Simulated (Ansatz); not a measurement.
## Harmonic thermodynamics of LiCl

All numbers below come from DFT PBE, scalar-relativistic, plane waves, PAW in Ansatz 0.2.0. Settings: 420 eV plane-wave cutoff, Γ-centred 8×8×4 mesh, fixed occupations. No spin polarisation. Phonons by linear response, acoustic sum rule imposed.

The cell, relaxed at this level:
```
Li Cl
1.0
     3.39217   -1.95868    0.00864
     3.39217    1.95868    0.00864
    -2.28625    0.00000    9.47120
Li Cl
3 3
Direct
  0.83532 0.83532 0.95636
  0.61363 0.61363 0.29128
  0.05779 0.05779 0.62373
  0.69762 0.69762 0.54329
  0.14183 0.14183 0.87587
  0.91970 0.91970 0.20947
```

It was reached by relaxing an invented guess, and it needn't be the stable form of this composition. The q mesh is coarse, so values between its points are rough.

Force constants from linear response on a 2×2×1 q mesh, interpolated to a fine mesh.

Q: What is the zero-point energy per atom?

A: 40.9 meV.

Q: How large are the vibrational entropy and heat capacity at 300 K?

A: S = 3.52 k_B and C_V = 2.69 k_B per atom, 90 % of the Dulong–Petit value.

Q: Tabulate them against temperature.

A:
```tsv
T (K)	F_vib (meV/atom)	S (k_B/atom)	C_V (k_B/atom)
100	37.2	1.12	1.51
200	21.4	2.49	2.38
300	-4.6	3.52	2.69
400	-38.5	4.31	2.81
500	-78.5	4.95	2.88
600	-123.4	5.47	2.91
700	-172.6	5.93	2.94
800	-225.4	6.32	2.95
900	-281.4	6.67	2.96
1000	-340.2	6.98	2.97
```
